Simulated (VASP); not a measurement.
# SiGe (P6_3mc) in VASP: a series of runs, part 2 of 2

VASP 6.6.1. The steps go on from the part before.

**5. Equation of state, LDA, 20.36 Å³/atom (a relaxed cell with its volume scaled by 0.98)**

Input file INCAR:

```
ALGO     = Normal         # electronic algorithm
EDIFF    = 1E-6           # SCF threshold, eV
ENCUT    = 520            # plane-wave cutoff, eV
ISIF     = 2              # what is computed and relaxed
ISMEAR   = 0              # smearing method
KPAR     = 2            
LASPH    = T              # aspherical terms in the spheres
LCHARG   = F              # write CHGCAR
LREAL    = F              # projectors in reciprocal space
LWAVE    = F              # write WAVECAR
NELM     = 60             # most SCF steps
PREC     = Accurate       # precision mode
SIGMA    = 0.02           # smearing width, eV
```

Input file KPOINTS:

```
k-points
0
Gamma
  8 8 4
```

Input file POSCAR:

```
SiGe                                    
1.0
    3.8470853570      0.0000000000      0.0000000000
   -1.9235426785      3.3316736497      0.0000000000
    0.0000000000     -0.0000000000      6.3527224722
  Ge              Si            
     2     2
Direct
     0.3333333332999970    0.6666666667000030    0.0004440897244267
     0.6666666667000030    0.3333333332999970    0.5004440897244268
     0.3333333332999970    0.6666666667000030    0.3745549102755688
     0.6666666667000030    0.3333333332999970    0.8745549102755686
```

Command:

```sh
cat potpaw_LDA.64/Ge_d/POTCAR potpaw_LDA.64/Si/POTCAR > POTCAR
mpirun -np 2 vasp_std > vasp.out
```

It took 44 s on 2 MPI ranks of Intel Xeon Platinum 8375C at 2.90GHz (Ice Lake), shared host; peak memory 0.18 GiB.

It converged, with:

```yaml
Free_energy: -22.2051 eV
Pressure: 1.7 GPa
Largest_force: 0.007 eV/Å
Band_gap_on_the_k_mesh: 0.29 eV, indirect (least direct gap 0.49 eV)
```

**6. Equation of state, LDA, 20.77 Å³/atom**

INCAR is that of step 5.

KPOINTS is that of step 5.

Edit POSCAR of step 5 so:

```diff
@@ -2,5 +2,5 @@
 1.0
-    3.8470853570      0.0000000000      0.0000000000
-   -1.9235426785      3.3316736497      0.0000000000
-    0.0000000000     -0.0000000000      6.3527224722
+    3.8730799655      0.0000000000      0.0000000000
+   -1.9365399828      3.3541856410      0.0000000000
+    0.0000000000     -0.0000000000      6.3956475748
   Ge              Si
```

Potentials or basis: VASP PAW LDA potentials, release 64 (Ge_d, Si).

Command:

```sh
cat potpaw_LDA.64/Ge_d/POTCAR potpaw_LDA.64/Si/POTCAR > POTCAR
mpirun -np 2 vasp_std > vasp.out
```

It took 45 s on 2 MPI ranks of Intel Xeon Platinum 8375C at 2.90GHz (Ice Lake), shared host; peak memory 0.18 GiB.

The run converged. Its results:

```
Free energy            : -22.2140 eV
Pressure               : -0.1 GPa
Band gap on the k mesh : 0.32 eV, indirect (least direct gap 0.43 eV)
```

**7. Equation of state, LDA, 21.19 Å³/atom (a relaxed cell with its volume scaled by 1.02)**

INCAR is that of step 6.

KPOINTS is that of step 6.

Edit POSCAR of step 6 so:

```diff
@@ -2,5 +2,5 @@
 1.0
-    3.8730799655      0.0000000000      0.0000000000
-   -1.9365399828      3.3541856410      0.0000000000
-    0.0000000000     -0.0000000000      6.3956475748
+    3.8987302493      0.0000000000      0.0000000000
+   -1.9493651246      3.3763994383      0.0000000000
+    0.0000000000     -0.0000000000      6.4380040911
   Ge              Si
```

Command:

```sh
cat potpaw_LDA.64/Ge_d/POTCAR potpaw_LDA.64/Si/POTCAR > POTCAR
mpirun -np 2 vasp_std > vasp.out
```

Run time: 39 s. Hardware: 2 MPI ranks of Intel Xeon Platinum 8375C at 2.90GHz (Ice Lake), shared host; peak memory 0.19 GiB.

It converged, with:

* Free energy: -22.2052 eV
* Pressure: -1.7 GPa
* Largest force: 0.008 eV/Å
* Band gap on the k mesh: 0.35 eV, indirect (least direct gap 0.37 eV)

**8. Equation of state, LDA, 21.60 Å³/atom (a relaxed cell with its volume scaled by 1.04)**

INCAR is that of step 7.

KPOINTS is that of step 7.

Edit POSCAR of step 7 so:

```diff
@@ -2,5 +2,5 @@
 1.0
-    3.8987302493      0.0000000000      0.0000000000
-   -1.9493651246      3.3763994383      0.0000000000
-    0.0000000000     -0.0000000000      6.4380040911
+    3.9240473888      0.0000000000      0.0000000000
+   -1.9620236944      3.3983247244      0.0000000000
+    0.0000000000     -0.0000000000      6.4798104839
   Ge              Si
```

Command:

```sh
cat potpaw_LDA.64/Ge_d/POTCAR potpaw_LDA.64/Si/POTCAR > POTCAR
mpirun -np 2 vasp_std > vasp.out
```

Wall time 29 s (2 MPI ranks of Intel Xeon Platinum 8375C at 2.90GHz (Ice Lake), shared host); peak memory 0.18 GiB.

It converged, with:

```yaml
Free_energy: -22.1807 eV
Pressure: -3.1 GPa
Largest_force: 0.015 eV/Å
Band_gap_on_the_k_mesh: 0.32 eV, direct
```

**9. Equation of state, LDA**

This run uses another cell than the first one, of 20.77 Å³/atom, 0.976 times its volume.

Potentials or basis: VASP PAW LDA potentials, release 64 (Ge_d, Si).

This step only gathers the single runs of the series.

Results:

```
Equilibrium volume                        : 20.76 Å³/atom
Bulk modulus at fixed shape and positions : 85 GPa
Pressure derivative of the bulk modulus   : 4.5 (rough: it moves with the points fitted)
```

Energy against volume, from the lowest point:
| volume (Å³/atom) | energy (meV/atom) |
| --- | --- |
| 19.941 | 9.35 |
| 20.356 | 2.22 |
| 20.772 | 0.00 |
| 21.187 | 2.20 |
| 21.602 | 8.33 |

Caveat: the cell was scaled at fixed shape and fractional positions, which overstates the stiffness of a crystal with free parameters, most of all of layers and chains.

**10. The reference run**

An earlier run on the cell as given: functional PBEsol; potentials or basis VASP PAW PBE potentials, release 64 (Ge_d, Si); cutoff 520 eV; k mesh 8 × 8 × 4; occupations fermi-dirac, width 0.05 eV; no spin polarisation.

* Pressure: -0.3 GPa
* Largest force: 0.010 eV/Å
* Band gap on the k mesh: 0.35 eV, indirect (least direct gap 0.40 eV)

**11. The runs side by side**

```csv
task,level,potentials or basis,cell,smearing,ladder,gap on the mesh (eV),pressure (GPa),largest force (eV/Å)
band structure,r2SCAN,"VASP PAW PBE potentials, release 64 (Ge_d, Si)","P6_3mc, 21.29 Å³/atom",gaussian 0.02 eV,gaps,0.66,-0.1,0.02
band structure,TB-mBJ,"VASP PAW PBE potentials, release 64 (Ge_d, Si)","P6_3mc, 21.29 Å³/atom",gaussian 0.02 eV,gaps,1.05,-,-
equation of state,LDA,"VASP PAW LDA potentials, release 64 (Ge_d, Si)","P6_3mc, 20.77 Å³/atom",gaussian 0.02 eV,gaps,-,-,-
single point,PBEsol,"VASP PAW PBE potentials, release 64 (Ge_d, Si)","P6_3mc, 21.29 Å³/atom",fermi-dirac 0.05 eV,free,0.35,-0.3,0.01
```

Alike in all rows: no spin polarisation; k mesh 8 × 8 × 4; cutoff (eV) 520.

Caveats: the PAW data sets were made with another functional, which shifts forces and pressure a little (some runs); the cell was scaled at fixed shape and fractional positions, which overstates the stiffness of a crystal with free parameters, most of all of layers and chains (some runs).

Absolute energies hang on the potentials; compare differences alone.
